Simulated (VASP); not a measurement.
# A VASP 6.6.1 single-point calculation on MgO

INCAR

```
IBRION = -1
NELECT = 7.5
SIGMA = 0.02
LREAL = .FALSE.
PREC = Accurate
NELM = 71
ISYM = 1
ENCUT = 520
LCHARG = .FALSE.
LWAVE = .FALSE.
ISIF = 2
GGA = PE
ISMEAR = -1
NSW = 0
NBANDS = 11
LASPH = .FALSE.
EDIFF = 1E-7
```

KPOINTS

```
KPOINTS created by Atomic Simulation Environment
0
Gamma
10 10 10
0 0 0
```

POSCAR

```
Mg O
 1.0000000000000000
     0.0000000000000000    2.0237565711999999    2.1553921414000001
     2.0237565711999999    0.0000000000000000    2.1553921414000001
     2.0237565711999999    2.0237565711999999    0.0000000000000000
 Mg  O
   1   1
Cartesian
  0.0000000000000000  0.0000000000000000  0.0000000000000000
  2.0237565711999999  2.0237565711999999  2.1553921414000001
```

The recommended PBE PAW datasets give the neutral cell 8 valence electrons.

Command

```
mpirun -np 1 vasp_std
```

OSZICAR

```
N       E                     dE             d eps       ncg     rms          rms(c)
DAV:   1     0.736361529713E+01    0.73636E+01   -0.39048E+03  2620   0.531E+02
DAV:   2    -0.131736041703E+02   -0.20537E+02   -0.20234E+02  2611   0.123E+02
DAV:   3    -0.135701098219E+02   -0.39651E+00   -0.39312E+00  2729   0.140E+01
DAV:   4    -0.135710793198E+02   -0.96950E-03   -0.96948E-03  2457   0.794E-01
DAV:   5    -0.135710825070E+02   -0.31872E-05   -0.31872E-05  2664   0.435E-02    0.450E+00
DAV:   6    -0.132494221734E+02    0.32166E+00   -0.18904E+00  2394   0.798E+00    0.143E+00
DAV:   7    -0.132413024479E+02    0.81197E-02   -0.80442E-02  2595   0.168E+00    0.934E-01
DAV:   8    -0.132452640356E+02   -0.39616E-02   -0.16816E-02  2397   0.115E+00    0.179E-01
DAV:   9    -0.132447658518E+02    0.49818E-03   -0.12437E-03  2637   0.202E-01    0.888E-02
DAV:  10    -0.132447665245E+02   -0.67275E-06   -0.12626E-03  2472   0.221E-01    0.360E-02
DAV:  11    -0.132447539424E+02    0.12582E-04   -0.97922E-05  2529   0.615E-02    0.674E-03
DAV:  12    -0.132447545580E+02   -0.61557E-06   -0.14614E-06  2535   0.109E-02    0.166E-03
DAV:  13    -0.132447546390E+02   -0.80934E-07   -0.61820E-07  2421   0.422E-03
   1 F= -.13244755E+02 E0= -.13243498E+02  d E =-.251281E-02
```

From OUTCAR

```
k-points           NKPTS =    102   k-points in BZ     NKDIM =    102   number of bands    NBANDS=     11

   NELECT =       7.5000    total number of electrons

   dimension x,y,z NGX =    24 NGY =   24 NGZ =   24
   dimension x,y,z NGXF=    48 NGYF=   48 NGZF=   48

  energy-cutoff  :      520.00
  volume of cell :       17.66
      direct lattice vectors                 reciprocal lattice vectors
     0.000000000  2.023756571  2.155392141    -0.247065288  0.247065288  0.231976349
     2.023756571  0.000000000  2.155392141     0.247065288 -0.247065288  0.231976349
     2.023756571  2.023756571  0.000000000     0.247065288  0.247065288 -0.231976349

 k-points in reciprocal lattice and weights: KPOINTS created by Atomic Simulation Env
   0.00000000  0.00000000  0.00000000       0.001
   0.10000000 -0.00000000  0.00000000       0.008
   0.20000000 -0.00000000  0.00000000       0.008
   0.30000000  0.00000000  0.00000000       0.008
   0.40000000  0.00000000  0.00000000       0.008
   0.50000000 -0.00000000  0.00000000       0.004
   0.10000000  0.10000000  0.00000000       0.002
   0.20000000  0.10000000  0.00000000       0.008
   ...

 E-fermi :   2.2934

 k-point     1 :       0.0000    0.0000    0.0000
  band No.  band energies     occupation
      1     -14.5477      2.00000
      2       2.7745      0.00000
      3       2.7745      0.00000
      4       2.8743      0.00000
      5       9.0210      0.00000
      6      19.7406      0.00000
      7      20.4988      0.00000
      8      20.4988      0.00000
      9      24.5175      0.00000
     10      25.0470      0.00000
     11      27.0685      0.00000

 k-point     2 :       0.1000   -0.0000    0.0000
  band No.  band energies     occupation
      1     -14.4414      2.00000
      2       2.2487      1.80700
      3       2.7192      0.00000
      4       2.7700      0.00000
      5       9.5673      0.00000
      6      18.9451      0.00000
      7      20.2379      0.00000
      8      20.7643      0.00000
      9      24.5077      0.00000
     10      26.2228      0.00000
     11      26.3420      0.00000

 k-point     3 :       0.2000   -0.0000    0.0000
  band No.  band energies     occupation
      1     -14.1498      2.00000
      2       1.0440      2.00000
      3       2.5715      0.00000
      4       2.5780      0.00000
      5      10.7090      0.00000
      6      17.3657      0.00000
      7      20.6279      0.00000
      8      21.3964      0.00000
      9      24.0831      0.00000
     10      25.4828      0.00000
     11      27.3425      0.00000

 k-point     4 :       0.3000    0.0000    0.0000
  band No.  band energies     occupation
      1     -13.7576      2.00000
      2      -0.2179      2.00000
      3       2.3411      0.16857
      4       2.4097      0.00595
      5      11.7015      0.00000
      6      16.5252      0.00000
      7      20.6677      0.00000
      8      21.8366      0.00000
      9      24.7566      0.00000
     10      25.5972      0.00000
     11      26.8419      0.00000

 k-point     5 :       0.4000    0.0000    0.0000
  band No.  band energies     occupation
      1     -13.4077      2.00000
      2      -1.1551      2.00000
      3       2.1636      1.99697
      4       2.2783      1.36154
      5      12.1408      0.00000
      6      16.4792      0.00000
      7      20.4532      0.00000
      8      21.8082      0.00000
      9      25.8401      0.00000
     10      26.5424      0.00000
     11      26.7272      0.00000

 ...

  Total       -1.1818766     -1.1818766     -3.2275078      0.0000000      0.0000000      0.0000000
  in kB     -107.2531065   -107.2531065   -292.8903377      0.0000000      0.0000000      0.0000000
  external PRESSURE =    -169.1321836 kB  Pullay stress =       0.0000000 kB

 POSITION                                       TOTAL-FORCE (eV/Angst)
 -----------------------------------------------------------------------------------
      0.00000      0.00000      0.00000         0.000000     -0.000000      0.000000
      2.02376      2.02376      2.15539        -0.000000      0.000000     -0.000000
 -----------------------------------------------------------------------------------
    total drift:                               -0.000000     -0.000000      0.000000

  FREE ENERGIE OF THE ION-ELECTRON SYSTEM (eV)
  ---------------------------------------------------
  free  energy   TOTEN  =       -13.2447546390 eV

  energy  without entropy=      -13.2422418309  energy(sigma->0) =      -13.24349823
```

It converged. Results: pressure -16.9 GPa.

The cell is charged and sits in a uniform background.

For comparison, a separate PBE run of the intended cell, on usual settings and not on those above, gives a gap of 5.20 eV on its mesh and a pressure of 16.1 GPa.

The run above took about 13 s on one core of a shared host (Intel Xeon Platinum 8488C) and held 0.15 GiB at most.
